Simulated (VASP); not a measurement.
A run of VASP 6.6.1 is set up as follows.

Contents of INCAR:

```
SYSTEM = ZrO2
PREC     = Accurate       ! precision mode
ENCUT    = 700            ! plane-wave cutoff, eV
EDIFF    = 1E-7           ! SCF threshold, eV
ISMEAR   = 0              ! smearing method
SIGMA    = 0.05           ! smearing width, eV
LREAL    = .FALSE.        ! projectors in reciprocal space
LASPH    = .TRUE.         ! aspherical terms in the spheres
NELM     = 80             ! most SCF steps
ALGO     = Fast           ! electronic algorithm
ISIF     = 2              ! what is computed and relaxed
LWAVE    = .FALSE.        ! write WAVECAR
LCHARG   = .FALSE.        ! write CHGCAR
GGA      = PS             ! functional
```

KPOINTS

```
regular mesh
0
G
  6 6 6
  0 0 0
```

Contents of POSCAR:

```
ZrO2
1.0
    0.0000000000      2.6500000000      2.6500000000
    2.6500000000      0.0000000000      2.6500000000
    2.6500000000      2.6500000000      0.0000000000
Zr O
1 2
Direct
    0.0000000000      0.0000000000      0.0000000000
    0.2500000000      0.2500000000      0.2500000000
    0.7500000000      0.7500000000      0.7500000000
```

Potentials or basis: VASP PAW PBE potentials, release 64 (Zr_sv, O).

Command:

```console
$ cat potpaw_PBE.64/Zr_sv/POTCAR potpaw_PBE.64/O/POTCAR > POTCAR
$ mpirun -np 1 vasp_std > vasp.out
```

Question: Estimate the pressure.

Answer: -26.0 GPa.

Question: Estimate the band gap on the k mesh.

Answer: 2.95 eV, indirect (least direct gap 3.29 eV).

Caveat: so large a pressure means that the cell lies far from this level's equilibrium, or that cutoff or potentials fall short; the potentials were made for another functional, which shifts forces and pressure. As with any semilocal functional, this PBEsol gap is likely too small.
